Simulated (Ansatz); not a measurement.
# ZnS (F-43m) in Ansatz: further runs

Aim: see how the results for ZnS move with the level of theory and the settings. Levels: PBE, BLYP+D4. Tasks: single point, relaxation of cell and atoms.

Program: Ansatz 0.2.0. These are calculated values, not measurements. Logs are shortened: lines on timing, memory, paths and dates and some standing lists are left out, and cuts for length are marked.

**Experimental background.**

From “Electronic, vibrational, and thermodynamic properties of ZnS (zincblende and rocksalt structure)”, 2009, arxiv:0911.5022, for a bulk crystal of ZnS at 19 K: band gap 3.85 eV (direct).

The results are compared with them further down.

### 1 The structure

Symmetry: F-43m, No. 216, cubic system. Conventional cell: a = 5.404 Å, b = 5.404 Å, c = 5.404 Å, α = 90.00°, β = 90.00°, γ = 90.00°. Zn (site symmetry -43m) is surrounded by 4 S at 2.34 Å. Around S (site symmetry -43m) lie 4 Zn at 2.34 Å.

### 2 Single point, PBE

The input, input.yaml:

```yaml
crystal:
  lattice:
    - [0.0, 2.702, 2.702]
    - [2.702, 0.0, 2.702]
    - [2.702, 2.702, 0.0]
  atoms:
    - { symbol: Zn, position: [0.75, 0.75, 0.75] }
    - { symbol: S, position: [0.0, 0.0, 0.0] }
kpoints:
  mp_grid: { grid: [9, 9, 9] }
scf:
  occupations: { method: gaussian, width: 0.014 }
hamiltonian:
  xc: pbe
  pseudopotentials: { kind: all_electron, lapw: { basis_error: 0.001 } }
output:
  forces: true
  stress: true
  eigenvalues: true
```

Potentials or basis: all-electron LAPW, scalar-relativistic.

Launch:

```console
$ ansatz run input.yaml --threads 1 --pin off --max-ram 3072MiB --backend cpu --events-out ev --progress --plain --runs-dir out
```

The program printed:

```text
Warning: RAYON_NUM_THREADS=1 ignored (pool sized by the plan → 1); use --threads N
LAPW: plane waves up to 8.579 Å⁻¹, error target 1.0e-3 eV per atom; small_component_spin mean_spin; S in spheres of 1.038 Å, 14 of its electrons in bands, Dirac shells []; Zn in spheres of 1.302 Å, 20 of its electrons in bands, Dirac shells [] (how accurate: hamiltonian.pseudopotentials.lapw.basis_error, Limitations)
Engine: ansatz 0.2.0, x86_64-unknown-linux-gnu
Pseudopotentials: kind: all_electron
Pseudopotential: Zn, LAPW, valence charge 20, lapw/all_electron/scalar/gaussian/Zn, Koelling and Harmon's equation, gaussian nucleus
Pseudopotential: S, LAPW, valence charge 14, lapw/all_electron/scalar/gaussian/S, Koelling and Harmon's equation, gaussian nucleus
Functional definition: PBE
  parameter kappa = 0.804
  parameter beta = 0.06672455060314922
  exchange = pbe_x(kappa = kappa, mu = beta*pi^2/3)
  correlation = pbe_c(beta = beta)
Crystal: 2 atoms, lattice volume = 39.454 Å³
Basis set: ecut = 280.4421546980472 eV, 411 PW (Γ), exchange–correlation at level 2
Bands: 21, of which v1, the nominal top of the filled ones, is band 17 counted from 1 (16 counted from 0)
Symmetry: 24 space group operations
Space group: F-43m (ITA 216), of the structure as read, at distance tolerance 3.4e-5 Å
k-points: 35 of 729 (time reversal used)
Non-local potential: Zn, projectors of the file, none
Non-local potential: S, projectors of the file, none
Initial density: superposition of atomic densities (chi_scale 0.1, normalization cell, long waves kept (reshape's long-wave potential 0.00 eV rms))
Initial wavefunctions: plane waves of lowest kinetic energy (no species holds an atomic orbital)
Functional: x = pbe(κ = 0.804, μ = 0.2195149727645171), c = pbe(β = 0.06672455060314922)
iter 1 solved again at ethr=3.08e-3 eV; its pass at ethr=1.00e-1 eV (dr2=1.05e0 eV) is discarded
SCF iter   1: F=—  HF=-59737.761444 eV  |F-HF|=—  |Δ(HF+E_count)|=         —  Δρ=4.03e-2  dr2=1.05e0  ethr=3.08e-3  ⟨swp⟩=2.0  Hψ=5005  notcnv=0
preconditioner: auto → none  [insulator: Δε(μ)=2.380 eV  Ē_g=11.613 eV  σ=0.014 eV  W_gap=1.00  n_scr=14 (ndim 8)  ℏωp=25.1 eV  f_vac=0.113  D(μ)=0.00/eV (n_scr^D=0)  ε∞_Penn≈5.7]
iter 2 solved again at ethr=1.48e-4 eV; its pass at ethr=3.08e-3 eV (dr2=5.02e-2 eV) is discarded
SCF iter   2: F=—  HF=-59737.430585 eV  |F-HF|=—  |Δ(HF+E_count)|=   3.31e-1  Δρ=1.32e-2  dr2=5.02e-2  ethr=1.48e-4  ⟨swp⟩=2.0  Hψ=3958  notcnv=0
SCF iter   3: F=—  HF=-59737.339439 eV  |F-HF|=—  |Δ(HF+E_count)|=   9.11e-2  Δρ=7.58e-3  dr2=1.55e-2  ethr=1.48e-4  ⟨swp⟩=3.0  Hψ=2398  notcnv=0
SCF iter   4: F=—  HF=-59737.331890 eV  |F-HF|=—  |Δ(HF+E_count)|=         —  Δρ=3.73e-3  dr2=3.78e-3  ethr=4.57e-5  ⟨swp⟩=2.0  Hψ=2160  notcnv=0
the basis was enlarged: its passes take 145.8 KiB over the memory plan, 1 of 1 planned eigensolver slots
SCF iter   5: F=—  HF=-59737.332204 eV  |F-HF|=—  |Δ(HF+E_count)|=   3.14e-4  Δρ=6.76e-4  dr2=1.20e-4  ethr=1.11e-5  ⟨swp⟩=2.0  Hψ=2159  notcnv=0
SCF iter   6: F=—  HF=-59737.332267 eV  |F-HF|=—  |Δ(HF+E_count)|=   6.26e-5  Δρ=7.65e-5  dr2=1.59e-6  ethr=3.52e-7  ⟨swp⟩=2.7  Hψ=2051  notcnv=0
SCF iter   7: F=-59737.332270 eV  HF=-59737.332270 eV  |F-HF|=6.77e-9  |Δ(HF+E_count)|=   3.07e-6  Δρ=4.51e-6  dr2=7.74e-9  ethr=4.67e-9  ⟨swp⟩=3.0  Hψ=2196  notcnv=0
SCF 1 converged in 7 iterations: F = -59737.332270 eV  dr2 = 7.74e-9
SCF converged after 7 iterations
Free energy (F): -59737.332270 eV
Harris-Foulkes:  -59737.332270 eV  (|F-HF|=6.77e-9)
Internal energy: -59737.332270 eV  (E = F + TS)
E sigma→0 (E₀):  -59737.332270 eV
Fermi energy:    8.366676 eV
--- Per-component energies (eV) ---
  E_band       = -1880.246063
  E_kinetic    = 60684.782289
  E_xc         = -2648.997923
  E_electrostatic = -117773.116635  (all electrons and nuclei)
  E_smearing   = -0.000000  (= −TS)
  E_closure    = 0.000000  (closes the sum)
  E_atoms      = -59730.497347  (free atoms, spherical and without spin; not in F)
  Σ components = -59737.332270   (vs F -59737.332270, Δ=0.00e0)
  Basis errors (estimates in eV, not in F): energy 4.6e-4 per atom: plane waves 4.1e-4 (2.4e-4 summed), levels above the bands 0.0e0, relativity 2.4e-8, radial functions 4.6e-5, core shells 1.5e-10; eigenvalues (radial functions only) 1.2e-6; not estimated: angular momenta, meshes, grids; target (lapw.basis_error) 1.0e-3; muffin-tin radii S 1.038 Å, Zn 1.302 Å
--- Forces (eV/Å), atoms counted from 1 ---
  atom   1  Zn    -0.00000000     0.00000000    -0.00000000
  atom   2  S      0.00000000    -0.00000000     0.00000000
  max |Σ_I F_I| component: 3.70e-17 eV/Å
--- Stress (GPa, compression-positive) ---
        1.611397      -0.000000      -0.000000
       -0.000000       1.611397       0.000000
       -0.000000       0.000000       1.611397
  P = ⅓ Tr σ = 1.6114 GPa (16.114 kbar)
--- Band table (eV; the first three rows and the last of 35) ---
  k-point 0: bands = ["-197.3488", "-142.1211", "-142.1211", "-142.1211", "-117.5446", "-71.7138", "-71.7138", "-71.7138", "-5.8293", "0.9762", "0.9762", "0.9762", "1.4754", "1.4754", "7.3103", "7.3103", "7.3103", "9.4229", "13.6831", "13.6831", "13.6831"]
  k-point 1: bands = ["-197.3488", "-142.1211", "-142.1211", "-142.1211", "-117.5446", "-71.7138", "-71.7138", "-71.7138", "-5.7364", "0.9765", "0.9931", "0.9931", "1.4739", "1.4739", "6.3799", "7.1920", "7.1920", "10.1281", "13.5907", "13.8883", "13.8883"]
  k-point 2: bands = ["-197.3488", "-142.1211", "-142.1211", "-142.1211", "-117.5446", "-71.7138", "-71.7138", "-71.7138", "-5.4857", "1.0050", "1.0327", "1.0327", "1.4751", "1.4751", "4.8589", "6.9175", "6.9175", "10.7467", "13.9866", "14.2498", "14.2498"]
  k-point 34: bands = ["-197.3488", "-142.1211", "-142.1211", "-142.1211", "-117.5446", "-71.7139", "-71.7139", "-71.7138", "-4.6086", "1.1059", "1.2383", "1.4002", "1.4625", "1.8253", "2.7612", "4.4195", "4.9424", "12.8815", "13.2159", "14.7942", "16.3074"]
```

Run time: 5.6 s. Hardware: 1 thread of Intel Xeon 6975P-C (Granite Rapids), shared host; peak memory 0.31 GiB.

Results:

* Free energy: -59737.3323 eV
* Pressure: 1.6 GPa
* Band gap on the k mesh: 2.11 eV, direct

### 3 Relaxation of cell and atoms, BLYP+D4

Edit input.yaml of step 2 so:

```diff
@@ -11,5 +11,6 @@
 scf:
-  occupations: { method: gaussian, width: 0.014 }
+  occupations: { method: fermi_dirac, width: 0.05 }
 hamiltonian:
-  xc: pbe
+  xc: blyp
+  dispersion: d4
   pseudopotentials: { kind: all_electron, lapw: { basis_error: 0.001 } }
@@ -18,2 +19,5 @@
   stress: true
-  eigenvalues: true
+relax:
+  f_tol: 0.01
+  max_steps: 60
+  cell: {}
```

Potentials or basis: all-electron LAPW, scalar-relativistic.

Launch:

```console
$ ansatz run input.yaml --threads 1 --pin off --max-ram 3072MiB --backend cpu --events-out ev --progress --plain --runs-dir out
```

It took 7.5 s on 1 thread of Intel Xeon 6975P-C (Granite Rapids), shared host; peak memory 0.33 GiB.

It converged, with:

- Free energy: -59752.5768 eV
- Energy gained by relaxing: 0.0 meV/atom
- Ionic steps: 2
- Pressure after relaxing: 0.0 GPa
- Band gap on the k mesh: 2.09 eV

Final structure:
```
CELL_PARAMETERS angstrom
0.00000 2.70200 2.70200
2.70200 0.00000 2.70200
2.70200 2.70200 0.00000
ATOMIC_POSITIONS crystal
Zn 0.75000 0.75000 0.75000
S 0.00000 0.00000 0.00000
```

Caveat: an odd mesh through Γ misses points on the zone boundary, where band edges often lie. Expect the measured gap to be larger: semilocal functionals such as BLYP lack the derivative discontinuity.

### 4 How close it comes

Step 2. Against the measured gap of ZnS, 3.85 eV (direct; 19 K; quoted in “Electronic, vibrational, and thermodynamic properties of ZnS (zincblende and rocksalt structure)”, 2009, arxiv:0911.5022), the calculated 2.11 eV is off by -1.74 eV. The value is that of PBE, without temperature or zero-point motion. Semilocal functionals fall short of measured gaps as a rule.
